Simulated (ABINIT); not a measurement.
Runs of ABINIT 10.8.3 (patched build) on CsPbCl3. It takes space group Pm-3m (No. 221, cubic). The conventional cell has a = 5.605 Å, b = 5.605 Å, c = 5.605 Å, α = 90.00°, β = 90.00°, γ = 90.00°. Pb (site symmetry m-3m) is surrounded by 6 Cl at 2.80 Å. Around Cs (site symmetry m-3m) lie 12 Cl at 3.96 Å. Cl (site symmetry 4/mmm) has 2 Pb at 2.80 Å as nearest neighbours. 

```tsv
task	level	potentials or basis	cell	cutoff (eV)	smearing	cell freedom (optcell)	optimiser (ionmov)	cutoff smearing ecutsm (Ha)	force stop (Ha/bohr)	bands in the sums	gap on the mesh (eV)	pressure (GPa)
single point	PBEsol	PseudoDojo NC SR PBEsol v0.4 stringent	as given	980	fermi-dirac 0.05 eV	-	-	-	-	-	1.81	0.1
single point	PBE	PseudoDojo NC SR PBE v0.4.1 standard	cell relaxed	789	fermi-dirac 0.05 eV	-	-	-	-	-	2.22	0.0
relaxation of cell and atoms	PBE	PseudoDojo NC SR PBE v0.4.1 standard	relaxed	789	fermi-dirac 0.05 eV	2	2	0.5	2e-05	-	2.22	0.0
single point	PBE	PseudoDojo NC SR PBE v0.4.1 standard	as given	707	fermi-dirac 0.05 eV	-	-	-	-	-	1.93	(a)
one-shot levels of the hybrid B3LYP	PBEsol	PseudoDojo NC SR PBEsol v0.4 stringent	as given	980	fixed	-	-	-	-	34	1.81	-
```

Alike in all rows: no spin polarisation; k mesh 4 × 4 × 4.

Fill in the values left out.

(a) 1.8.

Caveats: spin-orbit coupling is left out, which as a rule narrows the gap of such compounds by several tenths of an eV; the cutoff is short for stress, so the pressure is rough (some runs).

A k mesh can miss the band edges, and the runs leave out spin-orbit coupling on Cs, Pb.

The runs don't all hold the same shells in valence.
